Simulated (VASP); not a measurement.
Input of a VASP 6.6.1 run:

The input INCAR:

```
SYSTEM = P
PREC     = Accurate       ! precision mode
ENCUT    = 520            ! plane-wave cutoff, eV
EDIFF    = 1E-6           ! SCF threshold, eV
ISMEAR   = -1             ! smearing method
SIGMA    = 0.1            ! smearing width, eV
LREAL    = .FALSE.        ! projectors in reciprocal space
LASPH    = .TRUE.         ! aspherical terms in the spheres
NELM     = 100            ! most SCF steps
ALGO     = Normal         ! electronic algorithm
ISIF     = 2              ! what is computed and relaxed
LWAVE    = .FALSE.        ! write WAVECAR
LCHARG   = .TRUE.         ! write CHGCAR
GGA      = B5             ! functional
ALDAX    = 1.0          
AGGAX    = 1.0          
AGGAC    = 1.0          
ALDAC    = 0.0          
LELF     = .TRUE.         ! ELF
LVHAR    = .TRUE.       
NBANDS   = 8              ! bands
```

The input KPOINTS:

```
regular mesh
0
G
  16 16 16
  0 0 0
```

File POSCAR:

```
P
1.0
   -1.6174908248      1.6174908248      1.6174908248
    1.6174908248     -1.6174908248      1.6174908248
    1.6174908248      1.6174908248     -1.6174908248
P
1
Direct
    0.0000000000      0.0000000000      0.0000000000
```

Potentials or basis: VASP PAW PBE potentials, release 64 (P).

Launch:

```bash
$ cat potpaw_PBE.64/P/POTCAR > POTCAR
$ mpirun -np 1 vasp_std > vasp.out
```

Task: What does it give for the band gap on the k mesh?

Result: None (metal or under the smearing width).

Task: What does it give for the pressure?

Result: -2.3 GPa.

Caveat: the PAW data sets were made with another functional, which shifts forces and pressure a little.
